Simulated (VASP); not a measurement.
Here is a VASP 6.6.1 calculation.

INCAR

```
SYSTEM = Sc3Al5N8
ALGO = Normal
EDIFF = 1E-7
EDIFFG = -0.02
ENCUT = 600
GGA = PE
IBRION = 2
ISIF = 3
ISMEAR = 0
LASPH = .True.
LCHARG = .False.
LREAL = .False.
LWAVE = .False.
NELM = 100
NSW = 40
PREC = Accurate
SIGMA = 0.05
```

File KPOINTS:

```
k-points
0
Gamma
  4 4 5
  0 0 0
```

POSCAR

```
Sc3Al5N8
1.0
    6.6000000000      0.0000000000      0.0000000000
   -3.3000000000      5.7157676650      0.0000000000
    0.0000000000      0.0000000000      5.0400000000
Al Sc N
5 3 8
Direct
    0.3333333333      0.1666666667      0.5000000000
    0.1666666667      0.8333333333      0.0000000000
    0.6666666667      0.3333333333      0.0000000000
    0.6666666667      0.8333333333      0.0000000000
    0.8333333333      0.6666666667      0.5000000000
    0.1666666667      0.3333333333      0.0000000000
    0.3333333333      0.6666666667      0.5000000000
    0.8333333333      0.1666666667      0.5000000000
    0.1666666667      0.3333333333      0.3820000000
    0.3333333333      0.1666666667      0.8820000000
    0.1666666667      0.8333333333      0.3820000000
    0.3333333333      0.6666666667      0.8820000000
    0.6666666667      0.3333333333      0.3820000000
    0.8333333333      0.1666666667      0.8820000000
    0.6666666667      0.8333333333      0.3820000000
    0.8333333333      0.6666666667      0.8820000000
```

Potentials or basis: VASP PAW PBE potentials, release 64 (Al, Sc_sv, N).

Launch:

```sh
$ cat potpaw_PBE.64/Al/POTCAR potpaw_PBE.64/Sc_sv/POTCAR potpaw_PBE.64/N/POTCAR > POTCAR
$ mpirun -np 1 vasp_std > vasp.out
```

Predict the space group after relaxing (to 0.05 Å).

Cm (No. 8).

Estimate the relaxed volume.

11.94 Å³/atom.

Predict the band gap on the k mesh.

3.25 eV, indirect (least direct gap 3.34 eV).

Predict the relaxed cell.

a = 6.646 Å, b = 6.646 Å, c = 5.039 Å, α = 90.20°, β = 89.80°, γ = 120.88°.

Final structure:
```
Al Sc N
1.0
     6.64593   -0.05090    0.01135
    -3.36704    5.73009   -0.01135
     0.00894   -0.00516    5.03858
Al Sc N
5 3 8
Direct
  0.33546 0.16454 0.49659
  0.16571 0.83594 0.99652
  0.66406 0.33429 0.99652
  0.66971 0.83029 0.99959
  0.83186 0.66814 0.49346
  0.17336 0.32664 0.98865
  0.33472 0.67531 0.48720
  0.82469 0.16528 0.48720
  0.17636 0.32364 0.41187
  0.34739 0.15261 0.87298
  0.15341 0.84515 0.37445
  0.34141 0.68487 0.91203
  0.65485 0.34659 0.37445
  0.81513 0.15859 0.91203
  0.67822 0.82178 0.37489
  0.83365 0.66635 0.87757
```

Caveat: an odd mesh through Γ misses points on the zone boundary, where band edges often lie.
